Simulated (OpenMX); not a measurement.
The system is ZnSe (Stilleite).

```
Se Zn
1.0
     0.00000    2.83380    2.83380
     2.83380    0.00000    2.83380
     2.83380    2.83380    0.00000
Se Zn
1 1
Direct
  0.75000 0.75000 0.75000
  0.00000 0.00000 0.00000
```

Base run:

- Program: OpenMX 3.8.5
- Functional: PBE
- Potentials or basis: OpenMX 2013 PBE set, Se7.0-s3p2d2f1, Zn6.0H-s3p2d2f1, grid cutoff 500 Ry
- k mesh: 9 × 9 × 9
- Occupations: fermi-dirac, width 0.05 eV
- Spin: no spin polarisation

Its results: band gap on the k mesh 1.47 eV, direct; pressure 4.1 GPa.

Problem. The run is repeated on the same cell with these changes: functional from PBE to LDA; potentials or basis from OpenMX 2013 PBE set, Se7.0-s3p2d2f1, Zn6.0H-s3p2d2f1, grid cutoff 500 Ry to OpenMX 2013 LDA set, Se7.0-s3p2d2, Zn6.0H-s3p2d2, grid cutoff 500 Ry. What comes out?

Solution. Band gap on the k mesh 1.32 eV, direct; pressure -1.5 GPa.

Caveats: the basis of atomic orbitals isn't converged, which shifts pressures, moduli and gaps.
